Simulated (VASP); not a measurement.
## WC: single point with PBEsol

WC:

```xyz
2
Lattice="2.8984 0.0000 0.0000 -1.4492 2.5101 0.0000 0.0000 0.0000 2.8276" Properties=species:S:1:pos:R:3 pbc="T T T"
W     0.0000    0.0000    0.0000
C     1.4492    0.8367    1.4138
```

```json
{
  "Program": "VASP 6.6.1",
  "Task": "single point",
  "Functional": "PBEsol",
  "Potentials or basis": "VASP PAW PBE potentials, release 64 (W_sv, C)",
  "Cutoff": "520 eV",
  "k mesh": "18 × 18 × 14",
  "Occupations": "gaussian, width 0.1 eV",
  "Spin": "no spin polarisation",
  "Dipole correction": "no",
  "Further INCAR settings": "ALGO = Normal; EDIFF = 1e-06; NBANDS = 16"
}
```

```yaml
Pressure: 1.3 GPa
Band_gap_on_the_k_mesh: none (metal or under the smearing width)
```

Stress tensor (GPa, compression positive):
```
1.16 0.00 0.00
0.00 1.16 0.00
0.00 0.00 1.55
```

Levels at points of the mesh, in eV from the Fermi level:
```csv
k point,band 7,band 8,band 9,band 10,band 11,band 12
"(0.00, 0.00, 0.00)",-3.37,-3.37,0.13,3.27,3.27,5.71
"(0.50, 0.00, 0.00)",-3.65,-3.63,-0.44,2.36,4.59,4.96
"(0.00, 0.00, 0.50)",-2.03,-2.03,-0.60,-0.60,3.74,4.55
"(0.50, 0.00, 0.50)",-4.36,-4.20,0.31,4.50,5.40,6.75
```

Run time: 24 s on 1 thread of Intel(R) Xeon(R) 6975P-C (Granite Rapids) (shared host), peak memory 0.22 GiB.

Caveat: the PAW data sets were made with another functional, which shifts forces and pressure a little. Spin-orbit coupling is left out, which matters for the levels of W.
